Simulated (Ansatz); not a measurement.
SrO (Fm-3m), two-dimensional strain map

Theory: Ansatz, DFT PBE, scalar-relativistic, plane waves, PAW. Cutoff 420 eV, Γ-centred 8×8×8 k-points, Gaussian smearing of 0.05 eV. No spin polarisation. Energies are free energies at this smearing, counted from the undisturbed cell; pressure is positive in compression.

The undisturbed cell (as given, not relaxed at this level; it stands at 2.9 GPa):

```yaml
crystal:
  lattice:
    - [0.00000, 2.56980, 2.56980]
    - [2.56980, 0.00000, 2.56980]
    - [2.56980, 2.56980, 0.00000]
  atoms:
    - { symbol: Sr, position: [0.00000, 0.00000, 0.00000] }
    - { symbol: O, position: [0.50000, 0.50000, 0.50000] }
```

The cell is strained by p along both x and y and by q along z, fractional coordinates fixed. Points are written (p, q).

p was sampled at -0.050, -0.025, 0.000, 0.025, 0.050 and q at -0.050, -0.025, 0.000, 0.025, 0.050.

Task: Where on the computed points is the energy highest, and how high?

Result: At (-0.050, -0.050): 182.2 meV/atom.

Task: Away from (0, 0), which computed point is lowest?

Result: (0.000, 0.025): -2.1 meV/atom.

The map, in meV/atom:

```
 p \ q  -0.050  -0.025  0.000  0.025  0.050
-0.050   182.2   135.9  107.5   92.8   87.9
-0.025    93.2    54.3   32.8   24.4   25.5
 0.000    46.3    14.7    0.0   -2.1    4.9
 0.025    31.5     6.8   -1.2    2.9   15.7
 0.050    40.6    22.7   21.2   31.4   50.0
```